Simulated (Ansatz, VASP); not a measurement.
Mo in VASP and in Ansatz

```
CELL_PARAMETERS angstrom
3.09692 0.00000 -0.00814
0.00000 4.37973 0.00000
-1.55448 0.00000 2.27941
ATOMIC_POSITIONS crystal
Mo 0.00000 0.00000 0.00000
Mo 0.50000 0.50000 0.00000
```

Change from the starting cell: band edges of the strained film's bulk.

Alike in both runs: task single point; functional PBE; k mesh 11 × 8 × 15; occupations gaussian, width 0.1 eV; no spin polarisation.

```csv
,VASP,Ansatz
version,VASP 6.6.1,Ansatz 0.2.0
potentials or method,"VASP PAW PBE potentials, release 64 (Mo_sv)","scalar-relativistic, plane waves, PAW"
plane-wave cutoff (eV),520,420
valence electrons in the cell,28,28
```

```tsv
	VASP	Ansatz	Ansatz less VASP
gap on the k mesh at the Fermi level (eV)	none	none	-
pressure (GPa)	7.1	6.6	-0.58
largest component of the traceless stress (GPa)	6.60	6.56	-0.032
```

A gap of «none» marks a metal or a gap that the smearing closes. The functional is the same, so the differences come from potentials, cutoffs and numerics.
